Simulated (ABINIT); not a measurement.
Runs of ABINIT 10.8.3 (patched build) on Zr. It takes space group P6_3/mmc (No. 194, hexagonal). Conventional cell: a = 3.232 Å, b = 3.232 Å, c = 5.147 Å, α = 90.00°, β = 90.00°, γ = 120.00°. Zr (site symmetry -6m2) is surrounded by 12 Zr at 3.18 to 3.23 Å. 

```csv
potentials or basis,cutoff (eV),fine-grid cutoff,gap on the mesh (eV),pressure (GPa)
Ansatz NC PBE,898,-,none,0.5
SPMS NC PBE v1.0,490,-,none,(a)
PseudoDojo NC SR PBE v0.5 standard,898,-,none,0.5
PseudoDojo NC SR PBE v0.4.1 standard,898,-,none,0.5
JTH PAW PBE v2.0,463,925.187 eV,none,0.4
```

Alike in all rows: task band structure; level PBE; no spin polarisation; cell as given; k mesh 9 × 9 × 5; smearing fermi-dirac 0.05 eV.

Question: Fill in the values left out.

Answer: (a) 0.6.

A k mesh can miss the band edges, and the runs leave out spin-orbit coupling on Zr.

A gap of «none» marks a metal or a gap under the smearing width.
